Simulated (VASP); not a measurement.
Crystal: Pb.

```
Pb
1.0
     0.00000    2.47502    2.47502
     2.47502    0.00000    2.47502
     2.47502    2.47502    0.00000
Pb
1
Direct
  0.00000 0.00000 0.00000
```

- Program: VASP 6.6.1
- Task: relaxation of cell and atoms
- Functional: HSEsol
- Potentials or basis: VASP PAW PBE potentials, release 64 (Pb_d)
- Cutoff: 600 eV
- k mesh: 5 × 5 × 5
- Occupations: fermi-dirac, width 0.05 eV
- Spin: no spin polarisation

At the start: pressure -1.4 GPa; volume 30.32 Å³/atom.

Problem. Where does the relaxation end?

Solution. Over 4 steps the energy falls by 3.5 meV/atom and the volume is 29.55 Å³/atom (-2.5 %); space group Fm-3m (No. 225, to 0.05 Å).

Step by step:
```tsv
step	energy change (eV)	largest force (eV/Å)	pressure (GPa)	volume (Å³)
1	0.0000	0.0000	-1.35	30.32
2	-0.0029	0.0000	0.56	29.21
3	-0.0035	0.0000	0.06	29.52
4	-0.0035	0.0000	-0.04	29.55
```

Final structure:
```xyz
1
Lattice="0.0000 2.4539 2.4539 2.4539 0.0000 2.4539 2.4539 2.4539 0.0000" Properties=species:S:1:pos:R:3 pbc="T T T"
Pb    0.0000    0.0000    0.0000
```

Caveat: the k mesh is coarse (spacing up to 0.44 Å⁻¹), so the values aren't converged, least of all with exact exchange; the PAW data sets were made with another functional, which shifts forces and pressure a little.
